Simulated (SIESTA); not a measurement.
The system is Pb.

```
Pb
1.0
     0.00000    3.43900    3.43900
     3.43900    0.00000    3.43900
     3.43900    3.43900    0.00000
Pb
2
Direct
  0.25000 0.25000 0.25000
  0.00000 0.00000 0.00000
```

This isn't the form of Pb at room conditions, which is fcc.

- Program: SIESTA 5.4.2
- Task: relaxation of cell and atoms
- Functional: PBE
- Potentials or basis: PseudoDojo 0.4 standard (PBE files)
- Basis: SZP (energy shift 0.003 Ry)
- Grid cutoff: 500 Ry
- Energy shift: 0.003 Ry
- k mesh: 5 × 5 × 5
- Occupations: fermi-dirac, width 0.05 eV
- Spin: no spin polarisation

At the start: pressure 3.6 GPa; volume 40.67 Å³/atom.

Question: Where does the relaxation end?

Answer: Over 5 steps the energy falls by 50.3 meV/atom and the volume is 45.69 Å³/atom (+12.3 %); space group Fd-3m (No. 227, to 0.05 Å).

Step by step:
```
step  energy change (eV)  largest force (eV/Å)  pressure (GPa)  volume (Å³)
   1              0.0000                0.0001            3.57        81.34
   2             -0.0514                0.0002            2.34        84.19
   3             -0.0951                0.0003            0.67        88.89
   4             -0.0944                0.0004           -0.70        94.17
   5             -0.1005                0.0004            0.01        91.37
```

Final structure:
```cif
data_structure
_symmetry_space_group_name_H-M 'P 1'
_symmetry_Int_Tables_number 1
_cell_length_a 5.0559
_cell_length_b 5.0559
_cell_length_c 5.0559
_cell_angle_alpha 59.995
_cell_angle_beta 59.995
_cell_angle_gamma 59.995
_cell_volume 91.37
loop_
_atom_site_label
_atom_site_type_symbol
_atom_site_fract_x
_atom_site_fract_y
_atom_site_fract_z
_atom_site_occupancy
Pb1 Pb 0.24999 0.24999 0.24999 1
Pb2 Pb 0.00001 0.00001 0.00001 1
```

Caveat: the basis of atomic orbitals isn't converged, which shifts pressures, moduli and gaps.
